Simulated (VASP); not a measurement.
**AlN in VASP 6.6.1, single-point calculation**

INCAR

```
LREAL = .FALSE.
NBANDS = 11
PREC = Accurate
ENCUT = 35
ISIF = 2
NELM = 92
IBRION = -1
SIGMA = 0.02
NSW = 0
EDIFF = 1E-7
LASPH = .TRUE.
GGA = PE
LWAVE = .FALSE.
LCHARG = .FALSE.
ISMEAR = -1
```

KPOINTS

```
KPOINTS created by Atomic Simulation Environment
0
Gamma
10 10 10
0 0 0
```

POSCAR

```
Al N
 1.0000000000000000
     0.0000000000000000    1.9784910831000000    1.9784910831000000
     1.9784910831000000    0.0000000000000000    1.9784910831000000
     1.9784910831000000    1.9784910831000000    0.0000000000000000
 Al  N
   1   1
Cartesian
  0.0000000000000000  0.0000000000000000  0.0000000000000000
  1.9784910831000000  1.9784910831000000  1.9784910831000000
```

The recommended PBE PAW datasets give the neutral cell 8 valence electrons.

Command

```
mpirun -np 1 vasp_std
```

OSZICAR

```
N       E                     dE             d eps       ncg     rms          rms(c)
```

Standard output (part)

```
POSCAR found type information on POSCAR AlN
 POSCAR found :  2 types and       2 ions
 LDA part: xc-table for (Slater+PW92), standard interpolation
 POSCAR, INCAR and KPOINTS ok, starting setup
 WAVECAR not read
 entering main loop
|     EEEEEEE  RRRRRR   RRRRRR   OOOOOOO  RRRRRR      ###     ###     ###     |
|     E        R     R  R     R  O     O  R     R     ###     ###     ###     |
|     E        R     R  R     R  O     O  R     R     ###     ###     ###     |
|     EEEEE    RRRRRR   RRRRRR   O     O  RRRRRR       #       #       #      |
|     E        R    R   R    R   O     O  R    R      ###     ###     ###     |
|     EEEEEEE  R     R  R     R  OOOOOOO  R     R     ###     ###     ###     |
|     EDDAV: Call to ZHEGV failed. Returncode = 10 2 16                       |
|       ---->  I REFUSE TO CONTINUE WITH THIS SICK JOB ... BYE!!! <----       |
```

VASP stopped with an error.

Why shouldn't this run be trusted?

Cutoff far too low. VASP stopped with an error.
